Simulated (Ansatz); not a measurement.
# Re: strong compression

An exercise on one series of results from a longer session: the logs are not shown, and one member is left open.

Method: DFT PBE, with the methods named in each step, in Ansatz 0.2.0.

7 further runs of the same task are left out: 7 that didn't finish. Runs told in other sessions of the task aren't counted.

## The system as given

Symmetry: I4_1/amd, No. 141, tetragonal system. The conventional cell has a = 4.821 Å, b = 4.821 Å, c = 2.651 Å, α = 90.00°, β = 90.00°, γ = 90.00°. Around Re (site symmetry -4m2) lie 6 Re at 2.50 to 2.65 Å.

Structure file:

```xyz
2
Lattice="-2.4103 2.4103 1.3257 2.4103 -2.4103 1.3257 2.4103 2.4103 -1.3257" Properties=species:S:1:pos:R:3 pbc="T T T"
Re    0.0000   -1.2052   -0.3314
Re    0.0000    1.2052    0.3314
```

Whether this phase is the stable one at these pressures isn't tested.

Atoms are numbered in the order of the input: Re1, Re2.

The first run:

Input file input.yaml:

```yaml
crystal:
  lattice:
    - [-2.4103326608, 2.4103326608, 1.3256829634]
    - [2.4103326608, -2.4103326608, 1.3256829634]
    - [2.4103326608, 2.4103326608, -1.3256829634]
  atoms:
    - { symbol: Re, position: [-0.375, -0.125, -0.25] }
    - { symbol: Re, position: [0.375, 0.125, 0.25] }
kpoints:
  mp_grid: { grid: [18, 18, 18] }
scf:
  occupations: { method: fermi_dirac, width: 0.1 }
hamiltonian:
  xc: pbe
  pseudopotentials: { kind: paw }
output:
  forces: true
  stress: true
relax:
  f_tol: 0.005
  max_steps: 40
  cell: {}
```

Run with:

```
ansatz run input.yaml --threads 1 --pin off --max-ram 2048MiB --backend cpu --events-out ev --progress --plain --runs-dir out
```

Among the steps run: Cell relaxed at zero pressure, PAW; More of the same log: cell relaxed at zero pressure; Volume scaled by 1, PAW; Shape and atoms relaxed at 0.95 of the volume, PAW; Volume scaled by 0.95, PAW; Shape and atoms relaxed at 0.85 of the volume, PAW; Volume scaled by 0.85, PAW; Shape and atoms relaxed at 0.75 of the volume, PAW; Volume scaled by 0.75, PAW; Shape and atoms relaxed at 0.65 of the volume, PAW; Volume scaled by 0.65, PAW; Shape and atoms relaxed at 0.55 of the volume, PAW; Volume scaled by 0.55, PAW; Shape and atoms relaxed at 0.45 of the volume, PAW; Volume scaled by 0.45, PAW; Volume scaled by 0.45, PAW (level accurate); Shape and atoms relaxed at 0.4 of the volume, PAW; Volume scaled by 0.4, PAW; Volume scaled by 0.4, PAW (cutoff 600 eV).

One table of the session follows, with a row left open; its other results are not shown here.

| method | volume over the first | volume (Å³/atom) | pressure (GPa) |
| --- | --- | --- | --- |
| PAW | 1 | 16.517 | 0.00 |
| PAW | 0.95 | 15.691 | 16.40 |
| PAW | 0.85 | 14.039 | 66.12 |
| PAW | 0.75 | 12.388 | 152.62 |
| PAW | 0.65 | 10.736 | 307.35 |
| PAW | 0.55 | ? | ? |
| PAW | 0.45 | 7.433 | 1213.52 |
| PAW | 0.4 | 6.607 | 1784.76 |
| PAW (cutoff 600 eV) | 0.4 | 6.607 | 1784.38 |
| PAW (level accurate) | 0.45 | 7.433 | 1204.63 |

**Question.** Estimate the row for PAW, 0.55.

As computed: volume (Å³/atom): 9.084; pressure (GPa): 600.63. In the column «volume (Å³/atom)» it lies between PAW (level accurate), 0.45 (7.433) and PAW, 0.65 (10.736).
